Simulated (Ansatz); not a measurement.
## A series in volume per atom on Al

Results calculated with Ansatz 0.2.0, not measured. Periodic Kohn-Sham DFT of a crystal at fixed atoms; pressure and stress are positive in compression; the energy is the free energy less that of spherical unpolarised free atoms; site moments are those in the method's own spheres, positive along +z.

Cell of the first row (space group Pm-3m, No. 221):
```
cell vectors (Å)
   2.6747     0.0000     0.0000
   0.0000     2.6747     0.0000
   0.0000     0.0000     2.6747
atoms (fractions of the cell vectors)
Al  0.00000  0.00000  0.00000
```

Settings of every row: method all-electron LAPW; functional PBE; relativity scalar; k mesh 15x15x15; filling fermi-dirac; smearing width 0.05 eV; basis error target 0.5 meV/atom; nucleus gaussian.

Atom start moment: 0 on all atoms.

Limits: the cell comes from a prototype or a list of computed structures and needn't be the stable phase.

| row | volume per atom (Å³) | pressure (GPa) | energy less free atoms (eV/atom) |
| --- | --- | --- | --- |
| 1 | 19.135 | 3.306 | -3.3644 |
| 2 | 19.638 | 1.556 | -3.3719 |
| 3 | 20.142 | ? | ? |
| 4 | 20.645 | -1.322 | -3.3722 |
| 5 | 21.149 | -2.499 | -3.3662 |

Question: what pressure and energy less free atoms should row 3 give?

Worked fit of pressure. Take u = (V_r/V)^(2/3) − 1 with V_r = 20.142 Å³ an atom, which is twice the finite (Eulerian) strain; such expansions in the strain, on which the Birch-Murnaghan equation of state is built, carry the rest volume and the bulk modulus. The shown rows have u = 0.03478, 0.01704, -0.01631, -0.032. Least squares give pressure = 0.0197 + 86.241 × u + 236.41 × u² GPa; a straight line predicts inner rows, each left out in turn, worse (root mean square 0.15 against 0.0049 GPa). The rows lie off it by 0.001, -0.002, 0.002, -0.001. The pressure vanishes at u = -0.0002, or V = 20.15 Å³ an atom, and there the bulk modulus at fixed shape and fractions is B = −V dP/dV = (2/3)(1 + u) dP/du = 57.4 GPa. The withheld row has u = 0, so the fit gives 0.0197 + 86.241 × (0) + 236.41 × (0)² = 0.020 GPa.

The calculation gave 0.022 GPa. The fit lies 0.002 GPa (9.1 % of the value, 0.034 % of the column's range) below it; its largest miss of a shown row is 0.002 GPa.

Worked fit of energy less free atoms. Take u = (V_r/V)^(2/3) − 1 with V_r = 20.142 Å³ an atom, which is twice the finite (Eulerian) strain; such expansions in the strain, on which the Birch-Murnaghan equation of state is built, carry the rest volume and the bulk modulus. The shown rows have u = 0.03478, 0.01704, -0.01631, -0.032. Least squares give energy less free atoms = −3.37429 + 0.0043 × u + 8.045 × u² eV/atom; a straight line predicts inner rows, each left out in turn, worse (root mean square 0.0052 against 4.9e-05 eV/atom). All shown rows lie on it to the printed digit. Its lowest point lies at u = -0.0003, or V = 20.15 Å³ an atom, and the curvature there gives the bulk modulus at fixed shape and fractions, B = (4/9)(1 + u)² E″(u)/V = 56.8 GPa. The withheld row has u = 0, so the fit gives −3.37429 + 0.0043 × (0) + 8.045 × (0)² = -3.3743 eV/atom.

The calculation gave -3.3743 eV/atom. The fit meets it to the printed digit.
